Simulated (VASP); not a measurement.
Computed with PBEsol GGA, VASP's PBE PAW potentials (set 64) (plane waves; VASP).

VASP input:

INCAR:
```
GGA  =  PS
LCHARG  =  .False.
ICHARG  =  11
LREAL  =  .False.   ! projection in real space or not
NELM  =  100   ! most electronic steps
ISMEAR  =  0   ! Gaussian
ALGO  =  Normal   ! blocked Davidson
LWAVE  =  .False.
LORBIT  =  11   ! lm-projected
SIGMA  =  0.05
SYSTEM  =  CsPbI3
LMAXMIX  =  4
ENCUT  =  520   ! plane-wave cut-off (eV)
LASPH  =  .True.   ! aspherical one-centre terms
EDIFF  =  1E-7   ! SCF stop (eV)
PREC  =  Accurate
```

**KPOINTS**
```
k-points along high-symmetry lines
15
Line-mode
Reciprocal
  0.000000   0.000000   0.000000 ! GAMMA
  0.000000   0.500000   0.000000 ! X

  0.000000   0.500000   0.000000 ! X
  0.500000   0.500000   0.000000 ! M

  0.500000   0.500000   0.000000 ! M
  0.000000   0.000000   0.000000 ! GAMMA

  0.000000   0.000000   0.000000 ! GAMMA
  0.500000   0.500000   0.500000 ! R

  0.500000   0.500000   0.500000 ! R
  0.000000   0.500000   0.000000 ! X

  0.500000   0.500000   0.500000 ! R
  0.500000   0.500000   0.000000 ! M
```

File POSCAR:
```
CsPbI3
1
    6.2082928439     0.0000000000     0.0000000000
    0.0000000000     6.2082928439    -0.0000000000
    0.0000000000     0.0000000000     6.2082928439
Cs Pb I
1 1 3
Direct
  0.0000000000   0.0000000000   0.0000000000
  0.5000000000   0.5000000000   0.5000000000
  0.5000000000   0.0000000000   0.5000000000
  0.0000000000   0.5000000000   0.5000000000
  0.5000000000   0.5000000000   0.0000000000
```

POTCAR, in this order: Cs_sv Pb_d I (PBE.64 set). Program: vasp_std. Read from the step before: CHGCAR.

What VASP printed:

OUTCAR:
```
 ion  position               nearest neighbor table
   1  0.000  0.000  0.000-
   2  0.500  0.500  0.500-   3 3.10   4 3.10   5 3.10   5 3.10   3 3.10   4 3.10
   3  0.500  0.000  0.500-   2 3.10   2 3.10
   4  0.000  0.500  0.500-   2 3.10   2 3.10
   5  0.500  0.500  0.000-   2 3.10   2 3.10
  LATTYP: Found a simple cubic cell.
 ALAT       =     6.2082928439
 Subroutine PRICEL returns:
 Original cell was already a primitive cell.
 Subroutine GETGRP returns: Found 48 space group operations
The static configuration has the point symmetry O_h .
The dynamic configuration has the point symmetry O_h .
 Subroutine INISYM returns: Found 48 space group operations
   k-points           NKPTS =     90   k-points in BZ     NKDIM =     90   number of bands    NBANDS=     26
   number of dos      NEDOS =    301   number of ions     NIONS =      5
   total plane-waves  NPLWV = 110592
   dimension x,y,z NGX =    48 NGY =   48 NGZ =   48
   dimension x,y,z NGXF=    96 NGYF=   96 NGZF=   96
   ions per type =               1   1   3
   PREC   = accura    normal or accurate (medium, high low for compatibility)
   ISTART =      0    job   : 0-new  1-cont  2-samecut
   ICHARG =     11    charge: 1-file 2-atom 10-const
   ISPIN  =      1    spin polarized calculation?
   LNONCOLLINEAR =      F non collinear calculations
   LSORBIT =      F    spin-orbit coupling
   INIWAV =      1    electr: 0-lowe 1-rand  2-diag
   ENCUT  =  520.0 eV  38.22 Ry    6.18 a.u.  11.54 11.54 11.54*2*pi/ulx,y,z
   NELM   =    100;   NELMIN=  2; NELMDL= -5     # of ELM steps
   EDIFF  = 0.1E-06   stopping-criterion for ELM
   LREAL  =      F    real-space projection
   NLSPLINE    = F    spline interpolate recip. space projectors
   LMAXMIX     =    4 max onsite mixed and CHGCAR
   VOSKOWN=      0    Vosko Wilk Nusair interpolation
   EDIFFG = 0.1E-05   stopping-criterion for IOM
   NSW    =      0    number of steps for IOM
   NBLOCK =      1;   KBLOCK =      1    inner block; outer block
   IBRION =     -1    ionic relax: 0-MD 1-quasi-New 2-CG
   NFREE  =      0    steps in history (QN), initial steepest desc. (CG)
   ISIF   =      2    stress and relaxation
...
```

OSZICAR:
```
       N       E                     dE             d eps       ncg     rms          rms(c)
DAV:   1     0.368907200783E+03    0.36891E+03   -0.17928E+04  4680   0.145E+03
DAV:   2     0.276045534436E+02   -0.34130E+03   -0.33518E+03  5830   0.310E+02
DAV:   3    -0.125743266934E+02   -0.40179E+02   -0.39701E+02  5758   0.115E+02
DAV:   4    -0.142809455093E+02   -0.17066E+01   -0.16993E+01  6390   0.307E+01
DAV:   5    -0.143324450856E+02   -0.51500E-01   -0.51481E-01  6316   0.416E+00
DAV:   6    -0.143344011846E+02   -0.19561E-02   -0.19560E-02  6798   0.732E-01
DAV:   7    -0.143344289981E+02   -0.27814E-04   -0.27813E-04  6338   0.800E-02
DAV:   8    -0.143344295286E+02   -0.53048E-06   -0.53050E-06  6762   0.121E-02
DAV:   9    -0.143344295380E+02   -0.94083E-08   -0.94107E-08  4462   0.126E-03
   1 F= -.14334430E+02 E0= -.14334430E+02  d E =-.124659E-14
```

### OUTCAR
```
 val. band max:        2.1435461416   @ k =   0.5000   0.5000   0.5000

 cond. band min:       3.2588608153   @ k =   0.5000   0.5000   0.5000



 k-point     1 :       0.0000    0.0000    0.0000
  band No.  band energies     occupation
      1     -19.4671      2.00000
      2     -14.7022      2.00000
      3     -14.7022      2.00000
      4     -14.6159      2.00000
      5     -14.6159      2.00000
      6     -14.6159      2.00000
      7     -10.6268      2.00000
      8      -9.6886      2.00000
      9      -9.6886      2.00000
     10      -6.2392      2.00000
     11      -6.2392      2.00000
     12      -6.2392      2.00000
     13      -4.9152      2.00000
     14      -1.9381      2.00000
     15      -1.9381      2.00000
     16      -1.9381      2.00000
     17       0.4687      2.00000
     18       0.4687      2.00000
     19       0.4687      2.00000
     20       0.6263      2.00000
     21       0.6263      2.00000
     22       0.6263      2.00000
     23       4.8538      0.00000
     24       5.8313      0.00000
     25       5.8313      0.00000
     26       6.2551      0.00000

 k-point     2 :       0.0000    0.0357    0.0000
  band No.  band energies     occupation
      1     -19.4671      2.00000
      2     -14.7022      2.00000
      3     -14.7020      2.00000
      4     -14.6159      2.00000
      5     -14.6159      2.00000
      6     -14.6159      2.00000
      7     -10.6248      2.00000
      8      -9.6915      2.00000
      9      -9.6886      2.00000
     10      -6.2391      2.00000
     11      -6.2391      2.00000
     12      -6.2389      2.00000
     13      -4.9272      2.00000
     14      -1.9367      2.00000
     15      -1.9367      2.00000
     16      -1.9135      2.00000
     17       0.4664      2.00000
     18       0.4666      2.00000
     19       0.4666      2.00000
     20       0.6236      2.00000
     21       0.6240      2.00000
     22       0.6240      2.00000
     23       4.8676      0.00000
...
```

The density is held fixed in this step, so its total energy and stress have no physical meaning. Unless said otherwise, spin-orbit coupling is left out, though it shifts the bands of the heavy elements here.

The compound is CsPbI3 in the cubic perovskite structure, the ideal cubic form; the compound distorts at low or room temperature. It was relaxed first.
